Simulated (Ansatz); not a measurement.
All numbers below come from Ansatz 0.2.0, DFT PBE, scalar-relativistic, plane waves, PAW. All cells share a 420 eV cutoff and Γ-centred k meshes spaced at most about 0.3 Å⁻¹ (about 0.25 or finer for metals, 2π included). No spin polarisation in the final relaxations.

Temperature and zero-point effects are left out. All come from trial cells, and lower structures may exist.

Question: Which of these relaxed structures of As is the lowest in energy?
A.

Space group C2/c (No. 15). a = 5.960 Å, b = 6.331 Å, c = 7.340 Å, α = 90.00°, β = 112.30°, γ = 90.00°
```json
{"atom": "As", "site": "8f", "symmetry": "1", "x": "0.8551", "y": "0.1052", "z": "0.3520"}
{"atom": "As", "site": "4b", "symmetry": "-1", "x": "0.5000", "y": "0.0000", "z": "0.0000"}
```

B.

Space group Pmmm (No. 47). a = 2.710 Å, b = 3.917 Å, c = 6.345 Å, α = 90.00°, β = 90.00°, γ = 90.00°
```
atom  site  symmetry       x       y       z
  As    2t       mm2  0.5000  0.5000  0.7947
  As    1d       mmm  0.5000  0.0000  0.5000
```

Answer: B. It has space group Pmmm (No. 47); the next, A, with space group C2/c (No. 15), lies 19 meV/atom higher. Counting all near atoms (those within 1.25 times the shortest such distance or 1.15 times the sum of covalent radii; a slash parts the counts of unlike sites), the lowest and the next both have As 5/6.

Cells relaxed within their symmetry can be saddle points. The part of the Crystallography Open Database at hand lists As in space groups No. 64, 166; no cell shown has one of them. Some structure types and database cells were kept out of the candidates from the start, so a known form may be missing.
